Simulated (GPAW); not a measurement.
Runs of GPAW 26.7.0 on PbS (Galena). Symmetry: Fm-3m, No. 225, cubic system. Conventional cell: a = 5.931 Å, b = 5.931 Å, c = 5.931 Å, α = 90.00°, β = 90.00°, γ = 90.00°. Around Pb (site symmetry m-3m) lie 6 S at 2.97 Å. Around S (site symmetry m-3m) lie 6 Pb at 2.97 Å. 

```tsv
level	potentials or basis	spin	band points	spin axis theta (degrees)	spin axis phi (degrees)	gap on the mesh (eV)	pressure (GPa)
mBEEF	GPAW PAW data sets (gpaw-data 1.2.1), pw	SOC, no magnetisation	80	90	45	0.05	1.2
BEEF-vdW	GPAW PAW data sets (gpaw-data 1.2.1), pw	SOC, no magnetisation	80	0	0	0.16	-
GLLB-SC	the program's PAW data sets (release 1.2.1) made for this functional, pw	off	60	-	-	(a)	-
rSCAN	GPAW PAW data sets (gpaw-data 1.2.1), pw	SOC, no magnetisation	60	0	0	0.05	(b)
vdW-DF-cx	GPAW PAW data sets (gpaw-data 1.2.1), pw	SOC, no magnetisation	80	90	0	0.31	-
```

Alike in all rows: task band structure; cell as given; k mesh 6 × 6 × 6; cutoff (eV) 600; smearing fermi-dirac 0.05 eV.

Task: Estimate the missing entries.

Result: (a) 1.03; (b) 1.1.

Caveats: spin-orbit coupling was added after a scalar SCF, so levels and gaps hold it while energy, forces, pressure and moments don't (some runs); this program's spin-orbit splittings come out too wide for heavy elements (some runs); the PAW data sets were made with another functional, which shifts forces and pressure a little (some runs); the GLLB-SC gap is the Kohn-Sham gap of the path plus the derivative discontinuity (some runs); a model potential gives levels but no total energy (some runs); spin-orbit coupling is left out, which as a rule narrows the gap of such compounds by several tenths of an eV (some runs).

A k mesh can miss the band edges, and rows without SOC leave out spin-orbit coupling on Pb.

Runs at the PBE level aren't shown here.
